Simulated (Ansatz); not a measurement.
**A two-dimensional sheet of C of the honeycomb type: a line through a two-coordinate scan**

Aim: follow the energy of a two-dimensional sheet of C of the honeycomb type (2 atoms in the cell) along one coordinate, lattice constant a of the sheet (both vectors scaled alike), with the other held at buckling: height of C1 above C2 = 0.857 Å.

Program: Ansatz 0.2.0. Level of theory: DFT LDA, scalar-relativistic, plane waves, PAW. These are calculated values, not measurements.

28 further runs of the same task are left out: 28 set aside as unsound or not needed.

## (1) The starting structure

The structure is trigonal, space group P-3m1 (No. 164). The conventional cell has a = 2.200 Å, b = 2.200 Å, c = 28.000 Å, α = 90.00°, β = 90.00°, γ = 120.00°. C (site symmetry 3m) is surrounded by 3 C at 1.53 Å.

Coordinates:

```
CELL_PARAMETERS angstrom
2.20000 0.00000 0.00000
-1.10000 1.90526 0.00000
0.00000 0.00000 28.00000
ATOMIC_POSITIONS crystal
C 0.33333 0.66667 0.51530
C 0.66667 0.33333 0.48470
```

This is the geometry of the first run shown, built on a cell relaxed beforehand with the same method.

## (2) The scan

Atoms count from 1 in the order of the input.

The lattice constant and the buckling of a sheet are varied, nothing relaxed.

- lattice constant a of the sheet (both vectors scaled alike): 8 values from 2.200 to 2.640 Å
- buckling: height of C1 above C2: 8 values from 0.000 to 1.000 Å

Nothing else is relaxed. Points are written as (first, second).

## (3) The run at (2.200 Å, 0.857 Å)

The sheet is isolated along c: the input cuts the Coulomb interaction between periodic copies.

Contents of input.yaml:

```yaml
crystal:
  lattice:
    - [2.2, 0.0, 0.0]
    - [-1.1, 1.9052558883, 0.0]
    - [0.0, 0.0, 28.0]
  atoms:
    - { symbol: C, position: [0.3333333333, 0.6666666667, 0.5153035714] }
    - { symbol: C, position: [0.6666666667, 0.3333333333, 0.4846964286] }
  periodic: [true, true, false]
basis:
  ecutwfc: 420
kpoints:
  mp_grid: { grid: [21, 21, 1] }
hamiltonian:
  xc: lda
scf:
  occupations: { method: gaussian, width: 0.1 }
output:
  forces: true
  stress: true
  eigenvalues: true
```

Launch:

```sh
$ ansatz run input.yaml --threads 1 --pin off --max-ram 3072MiB --backend cpu --events-out ev --progress --plain --runs-dir out
```

Output, shortened:

```text
Warning: RAYON_NUM_THREADS=1 ignored (pool sized by the plan → 1); use --threads N
[...]
Pseudopotentials: kind: paw
Pseudopotential: C, paw, valence charge 4, recommended cutoff 420 eV (normal), C.paw.azcp
Functional definition: SPW92
[...]
Crystal: 2 atoms, lattice volume = 117.364 Å³
Basis set: ecut = 420 eV, 2361 PW (Γ)
Bands: 8, of which v1, the nominal top of the filled ones, is band 4 counted from 1 (3 counted from 0)
Symmetry: 12 space group operations
Space group: P-3m1 (ITA 164), of the structure as read, at distance tolerance 4.9e-5 Å
k-points: 48 of 441
[...]
SCF iter   1: F=—  HF=-479.330863 eV  |F-HF|=—  |Δ(HF+E_count)|=         —  Δρ=5.29e-3  dr2=1.86e-2  ethr=1.77e-3  ⟨swp⟩=8.3  Hψ=3928  notcnv=0
[...]
SCF iter   6: F=-479.325793 eV  HF=-479.325793 eV  |F-HF|=1.04e-8  |Δ(HF+E_count)|=   5.47e-7  Δρ=2.77e-6  dr2=1.23e-8  ethr=1.25e-9  ⟨swp⟩=14.3  Hψ=3247  notcnv=0
[...]
SCF converged after 6 iterations
Free energy (F): -479.325793 eV
[...]
E sigma→0 (E₀):  -479.323593 eV
Entropy (-TS):   -0.004401 eV (-2.200 meV/atom)
Fermi energy:    -6.258307 eV
[...]
--- Forces (eV/Å), atoms counted from 1 ---
  atom   1  C     -0.00000000    -0.00000000    -6.77906510
  atom   2  C      0.00000000     0.00000000     6.77906510
[...]
--- 2D stress c σ (N/m, compression-positive) ---
       23.427636      -0.000000       0.000000
       -0.000000      23.427636       0.000000
        0.000000       0.000000       0.000000
  P = ½ c Tr σ = 23.4276 N/m
--- Band table (eV; the first three rows and the last of 48) ---
  k-point 0: bands = ["-26.7297", "-15.1581", "-7.9464", "-3.2052", "-3.2052", "-0.7308 (-0.7312°)", "-0.2332", "0.3828"]
[...]
  ° read free of the cell's end (the report's vacuum.weakly_bound_levels)
```

Run time: 3.4 s. Hardware: 1 thread of Intel Xeon Platinum 8259CL at 2.50GHz (Skylake/Cascade Lake), shared host; peak memory 0.47 GiB.

From the log: work function 6.26 eV.

## (4) The run at (2.263 Å, 0.857 Å)

Edit input.yaml of step 3 so:

```diff
@@ -2,4 +2,4 @@
   lattice:
-    - [2.2, 0.0, 0.0]
-    - [-1.1, 1.9052558883, 0.0]
+    - [2.263, 0.0, 0.0]
+    - [-1.1315, 1.9598154888, 0.0]
     - [0.0, 0.0, 28.0]
```

Launch:

```sh
$ ansatz run input.yaml --threads 1 --pin off --max-ram 3072MiB --backend cpu --events-out ev --progress --plain --runs-dir out
```

Output, shortened:

```text
Warning: RAYON_NUM_THREADS=1 ignored (pool sized by the plan → 1); use --threads N
[...]
[... 3 set-up lines as earlier in the session ...]
[...]
Crystal: 2 atoms, lattice volume = 124.182 Å³
Basis set: ecut = 420 eV, 2433 PW (Γ)
Bands: 8, of which v1, the nominal top of the filled ones, is band 4 counted from 1 (3 counted from 0)
[... 1 set-up line as earlier in the session ...]
Space group: P-3m1 (ITA 164), of the structure as read, at distance tolerance 5.0e-5 Å
k-points: 48 of 441
[...]
SCF iter   1: F=—  HF=-479.615503 eV  |F-HF|=—  |Δ(HF+E_count)|=         —  Δρ=3.75e-3  dr2=1.69e-2  ethr=1.77e-3  ⟨swp⟩=7.8  Hψ=3816  notcnv=0
[...]
SCF iter   6: F=-479.612227 eV  HF=-479.612227 eV  |F-HF|=7.67e-8  |Δ(HF+E_count)|=   1.26e-6  Δρ=2.26e-6  dr2=3.24e-9  ethr=8.38e-10  ⟨swp⟩=10.5  Hψ=3245  notcnv=0
[...]
SCF converged after 6 iterations
Free energy (F): -479.612227 eV
[...]
E sigma→0 (E₀):  -479.609664 eV
Entropy (-TS):   -0.005127 eV (-2.563 meV/atom)
Fermi energy:    -6.226008 eV
[...]
--- Forces (eV/Å), atoms counted from 1 ---
  atom   1  C     -0.00000000    -0.00000000    -7.66457825
  atom   2  C     -0.00000000     0.00000000     7.66457825
[...]
--- 2D stress c σ (N/m, compression-positive) ---
       14.609647      -0.000000       0.000000
       -0.000000      14.609647       0.000000
        0.000000       0.000000       0.000000
  P = ½ c Tr σ = 14.6096 N/m
--- Band table (eV; the first three rows and the last of 48) ---
  k-point 0: bands = ["-25.8323", "-14.5760", "-7.5010", "-3.6416", "-3.6416", "-0.6762 (-0.6767°)", "-0.2148", "0.3899"]
[...]
  ° read free of the cell's end (the report's vacuum.weakly_bound_levels)
```

It took 3.6 s on 1 thread of Intel Xeon Platinum 8259CL at 2.50GHz (Skylake/Cascade Lake), shared host; peak memory 0.47 GiB.

From the log: work function 6.23 eV.

## (5) The run at (2.389 Å, 0.857 Å)

Edit input.yaml of step 4 so:

```diff
@@ -2,4 +2,4 @@
   lattice:
-    - [2.263, 0.0, 0.0]
-    - [-1.1315, 1.9598154888, 0.0]
+    - [2.389, 0.0, 0.0]
+    - [-1.1945, 2.0689346896, 0.0]
     - [0.0, 0.0, 28.0]
```

Launch:

```sh
$ ansatz run input.yaml --threads 1 --pin off --max-ram 3072MiB --backend cpu --events-out ev --progress --plain --runs-dir out
```

Output, shortened:

```text
[...]
SCF converged after 6 iterations
Free energy (F): -479.878937 eV
[...]
E sigma→0 (E₀):  -479.874679 eV
Entropy (-TS):   -0.008515 eV (-4.258 meV/atom)
Fermi energy:    -5.966894 eV
[...]
--- Forces (eV/Å), atoms counted from 1 ---
  atom   1  C     -0.00000000     0.00000000    -9.44019767
  atom   2  C      0.00000000    -0.00000000     9.44019767
[...]
--- 2D stress c σ (N/m, compression-positive) ---
        3.119496      -0.000000       0.000000
       -0.000000       3.119496       0.000000
        0.000000       0.000000       0.000000
  P = ½ c Tr σ = 3.1195 N/m
--- Band table (eV; the first three rows and the last of 48) ---
  k-point 0: bands = ["-23.9539", "-13.3486", "-6.5522", "-4.0535", "-4.0535", "-0.5206 (-0.5217°)", "-0.1440", "0.4190"]
[...]
  ° read free of the cell's end (the report's vacuum.weakly_bound_levels)
```

Wall time 6 s (1 thread of Intel Xeon Platinum 8259CL at 2.50GHz (Skylake/Cascade Lake), shared host); peak memory 0.48 GiB.

Read from this run: work function 5.97 eV.

## (6) Point (2.452 Å, 0.857 Å)

Edit input.yaml of step 5 so:

```diff
@@ -2,4 +2,4 @@
   lattice:
-    - [2.389, 0.0, 0.0]
-    - [-1.1945, 2.0689346896, 0.0]
+    - [2.452, 0.0, 0.0]
+    - [-1.226, 2.1234942901, 0.0]
     - [0.0, 0.0, 28.0]
```

Launch:

```sh
$ ansatz run input.yaml --threads 1 --pin off --max-ram 3072MiB --backend cpu --events-out ev --progress --plain --runs-dir out
```

Output, shortened:

```text
Warning: RAYON_NUM_THREADS=1 ignored (pool sized by the plan → 1); use --threads N
[...]
[... 3 set-up lines as earlier in the session ...]
[...]
Crystal: 2 atoms, lattice volume = 145.791 Å³
Basis set: ecut = 420 eV, 2751 PW (Γ)
Bands: 8, of which v1, the nominal top of the filled ones, is band 4 counted from 1 (3 counted from 0)
[... 1 set-up line as earlier in the session ...]
Space group: P-3m1 (ITA 164), of the structure as read, at distance tolerance 5.3e-5 Å
k-points: 48 of 441
[...]
SCF iter   1: F=—  HF=-479.893623 eV  |F-HF|=—  |Δ(HF+E_count)|=         —  Δρ=3.11e-3  dr2=6.20e-3  ethr=1.77e-3  ⟨swp⟩=7.1  Hψ=3468  notcnv=0
[...]
SCF iter   6: F=-479.895846 eV  HF=-479.895846 eV  |F-HF|=1.49e-9  |Δ(HF+E_count)|=   7.54e-7  Δρ=1.60e-6  dr2=1.06e-8  ethr=9.83e-10  ⟨swp⟩=8.1  Hψ=2708  notcnv=0
[...]
SCF converged after 6 iterations
Free energy (F): -479.895846 eV
[...]
E sigma→0 (E₀):  -479.892053 eV
Entropy (-TS):   -0.007586 eV (-3.793 meV/atom)
Fermi energy:    -5.794987 eV
[...]
--- Forces (eV/Å), atoms counted from 1 ---
  atom   1  C      0.00000000    -0.00000000    -9.97600782
  atom   2  C      0.00000000     0.00000000     9.97600782
[...]
--- 2D stress c σ (N/m, compression-positive) ---
       -0.872801      -0.000000       0.000000
        0.000000      -0.872801       0.000000
        0.000000       0.000000       0.000000
  P = ½ c Tr σ = -0.8728 N/m
--- Band table (eV; the first three rows and the last of 48) ---
  k-point 0: bands = ["-23.0842", "-12.7721", "-6.1048", "-4.1677", "-4.1677", "-0.4179 (-0.4199°)", "-0.0895", "0.4413"]
[...]
  ° read free of the cell's end (the report's vacuum.weakly_bound_levels)
```

Wall time 4.4 s (1 thread of Intel Xeon Platinum 8259CL at 2.50GHz (Skylake/Cascade Lake), shared host); peak memory 0.49 GiB.

Read from this run: work function 5.79 eV.

## (7) Grid point (2.515 Å, 0.857 Å)

Edit input.yaml of step 6 so:

```diff
@@ -2,4 +2,4 @@
   lattice:
-    - [2.452, 0.0, 0.0]
-    - [-1.226, 2.1234942901, 0.0]
+    - [2.515, 0.0, 0.0]
+    - [-1.2575, 2.1780538905, 0.0]
     - [0.0, 0.0, 28.0]
```

Launch:

```sh
$ ansatz run input.yaml --threads 1 --pin off --max-ram 3072MiB --backend cpu --events-out ev --progress --plain --runs-dir out
```

Output, shortened:

```text
Warning: RAYON_NUM_THREADS=1 ignored (pool sized by the plan → 1); use --threads N
[...]
[... 3 set-up lines as earlier in the session ...]
[...]
Crystal: 2 atoms, lattice volume = 153.379 Å³
Basis set: ecut = 420 eV, 3027 PW (Γ)
Bands: 8, of which v1, the nominal top of the filled ones, is band 4 counted from 1 (3 counted from 0)
[... 1 set-up line as earlier in the session ...]
Space group: P-3m1 (ITA 164), of the structure as read, at distance tolerance 5.4e-5 Å
k-points: 48 of 441
[...]
SCF iter   1: F=—  HF=-479.846942 eV  |F-HF|=—  |Δ(HF+E_count)|=         —  Δρ=3.09e-3  dr2=9.61e-3  ethr=1.77e-3  ⟨swp⟩=7.3  Hψ=3460  notcnv=0
[...]
SCF iter   6: F=-479.847800 eV  HF=-479.847800 eV  |F-HF|=1.51e-7  |Δ(HF+E_count)|=   2.06e-6  Δρ=4.40e-6  dr2=3.28e-8  ethr=1.25e-9  ⟨swp⟩=9.4  Hψ=2980  notcnv=0
[...]
SCF converged after 6 iterations
Free energy (F): -479.847800 eV
[...]
E sigma→0 (E₀):  -479.843757 eV
Entropy (-TS):   -0.008087 eV (-4.044 meV/atom)
Fermi energy:    -5.627158 eV
[...]
--- Forces (eV/Å), atoms counted from 1 ---
  atom   1  C     -0.00000000    -0.00000000   -10.15913144
  atom   2  C      0.00000000     0.00000000    10.15913144
[...]
--- 2D stress c σ (N/m, compression-positive) ---
       -4.593049      -0.000000       0.000000
       -0.000000      -4.593049       0.000000
        0.000000       0.000000       0.000000
  P = ½ c Tr σ = -4.5930 N/m
--- Band table (eV; the first three rows and the last of 48) ---
  k-point 0: bands = ["-22.3293", "-12.2704", "-5.7201", "-4.3106", "-4.3106", "-0.2973 (-0.3015°)", "-0.0213", "0.4638"]
[...]
  ° read free of the cell's end (the report's vacuum.weakly_bound_levels)
```

It took 4.6 s on 1 thread of Intel Xeon Platinum 8259CL at 2.50GHz (Skylake/Cascade Lake), shared host; peak memory 0.49 GiB.

Read from this run: work function 5.63 eV.

## (8) The run at (2.577 Å, 0.857 Å)

Edit input.yaml of step 7 so:

```diff
@@ -2,4 +2,4 @@
   lattice:
-    - [2.515, 0.0, 0.0]
-    - [-1.2575, 2.1780538905, 0.0]
+    - [2.577, 0.0, 0.0]
+    - [-1.2885, 2.2317474656, 0.0]
     - [0.0, 0.0, 28.0]
@@ -21 +21,5 @@
   eigenvalues: true
+  write_density: true
+  write_potential: true
+  elf: true
+  volumetric_format: npy
```

Launch:

```sh
$ ansatz run input.yaml --threads 1 --pin off --max-ram 3072MiB --backend cpu --events-out ev --progress --plain --runs-dir out
```

Output, shortened:

```text
[...]
WARN: The output density's exchange-correlation potential varies sharply where the density is thin. Do not read a vacuum level from v_tot or v_xc, or from such a field of the output density. On a cell that repeats whose density bears no net charge and no dipole along the vacuum's axis use [...]
SCF converged after 6 iterations
Free energy (F): -479.743054 eV
[...]
E sigma→0 (E₀):  -479.739364 eV
Entropy (-TS):   -0.007380 eV (-3.690 meV/atom)
Fermi energy:    -5.592809 eV
[...]
--- Forces (eV/Å), atoms counted from 1 ---
  atom   1  C     -0.00000000     0.00000000   -10.32048189
  atom   2  C      0.00000000    -0.00000000    10.32048189
[...]
--- 2D stress c σ (N/m, compression-positive) ---
       -7.778978       0.000000       0.000000
        0.000000      -7.778978       0.000000
        0.000000       0.000000       0.000000
  P = ½ c Tr σ = -7.7790 N/m
--- Band table (eV; the first three rows and the last of 48) ---
  k-point 0: bands = ["-21.6789", "-11.8854", "-5.4354", "-4.4692", "-4.4692", "-0.2102 (-0.2175°)", "0.0278", "0.4811"]
[...]
  ° read free of the cell's end (the report's vacuum.weakly_bound_levels)
```

Wall time 6 s (1 thread of Intel Xeon Platinum 8259CL at 2.50GHz (Skylake/Cascade Lake), shared host); peak memory 0.51 GiB.

Read from this run: work function 5.59 eV.

Density in a lattice plane of the grid's cell (edges 2.58 and 28.00 Å, at 0.333 of the third edge), which holds C.

Ten even steps from ' ' (0.00 e/Å³) to '@' (1.14 e/Å³):
```
            
            
            
            
            
            
            
            
            
++==**@@@@@@
      ..::..
            
            
            
            
            
            
            
            
            
```
Columns run along the first of these edges and rows up along the second, over one cell in 6 and 20 even steps from the bottom left corner. Atoms in the plane (fractional): C at (0.67, 0.48).

ELF in the same plane.

Ten even steps from ' ' (0.00) to '@' (0.85):
```
            
            
            
            
            
            
            
            
==**==..  ..
%%**%%##--%%
==  ==@@@@@@
            
            
            
            
            
            
            
            
            
```
Columns run along the first of these edges and rows up along the second, over one cell in 6 and 20 even steps from the bottom left corner. Atoms in the plane (fractional): C at (0.67, 0.48).

Both are smooth fields of the valence electrons: close to the nuclei they are not physical.

Outside the cores ELF peaks at 0.87 on the C–C line, 0.9 Å from C; 0.87 beside C, off the lines to its neighbours, 0.8 Å from C.

## (9) The run at (2.640 Å, 0.857 Å)

Edit input.yaml of step 8 so:

```diff
@@ -2,4 +2,4 @@
   lattice:
-    - [2.577, 0.0, 0.0]
-    - [-1.2885, 2.2317474656, 0.0]
+    - [2.64, 0.0, 0.0]
+    - [-1.32, 2.286307066, 0.0]
     - [0.0, 0.0, 28.0]
@@ -21,5 +21 @@
   eigenvalues: true
-  write_density: true
-  write_potential: true
-  elf: true
-  volumetric_format: npy
```

Launch:

```sh
$ ansatz run input.yaml --threads 1 --pin off --max-ram 3072MiB --backend cpu --events-out ev --progress --plain --runs-dir out
```

Output, shortened:

```text
[...]
SCF converged after 6 iterations
Free energy (F): -479.576679 eV
[...]
E sigma→0 (E₀):  -479.573038 eV
Entropy (-TS):   -0.007281 eV (-3.641 meV/atom)
Fermi energy:    -5.705868 eV
[...]
--- Forces (eV/Å), atoms counted from 1 ---
  atom   1  C     -0.00000000    -0.00000000   -10.18578307
  atom   2  C      0.00000000     0.00000000    10.18578307
[...]
--- 2D stress c σ (N/m, compression-positive) ---
      -10.813194      -0.000000      -0.000000
       -0.000000     -10.813194      -0.000000
        0.000000       0.000000       0.000000
  P = ½ c Tr σ = -10.8132 N/m
--- Band table (eV; the first three rows and the last of 48) ---
  k-point 0: bands = ["-21.2036", "-11.6519", "-5.2883", "-4.7481", "-4.7481", "-0.2040 (-0.2114°)", "0.0267", "0.4878"]
[...]
  ° read free of the cell's end (the report's vacuum.weakly_bound_levels)
```

It took 4.9 s on 1 thread of Intel Xeon Platinum 8259CL at 2.50GHz (Skylake/Cascade Lake), shared host; peak memory 0.5 GiB.

Read from this run: work function 5.71 eV.

## (10) What came out

| lattice constant a of the sheet (both vectors scaled alike) (Å) | step | energy (meV/atom) | slope (meV/atom per Å) | work function of the top face (eV) |
| --- | --- | --- | --- | --- |
| 2.200 | 3 | 285 | −2786 | 6.26 |
| 2.263 | 4 | 142 | −1787 | 6.23 |
| 2.326 | – | 53 | −1044 | 6.10 |
| 2.389 | 5 | 8 | −403 | 5.97 |
| 2.452 | 6 | 0 | 116 | 5.79 |
| 2.515 | 7 | 24 | 624 | 5.63 |
| 2.577 | 8 | 76 | 1084 | 5.59 |
| 2.640 | 9 | 160 | 1543 | 5.71 |

Energies count from the lowest point of the line. Rows without a step come from runs not printed here or follow by symmetry. Slopes come from the forces (and the stress, where the cell changes), not from differences of energies.

What this shows: Along the line the energy is lowest at 2.452 Å. Energies and slopes round the minimum, fitted together, put the minimum at 2.4375 Å, with a curvature of about 7800 meV/atom per Å². The highest point computed, at 2.200 Å, lies 285 meV/atom above the lowest. This is one cut through a surface in two coordinates; the map's lowest point lies off it.
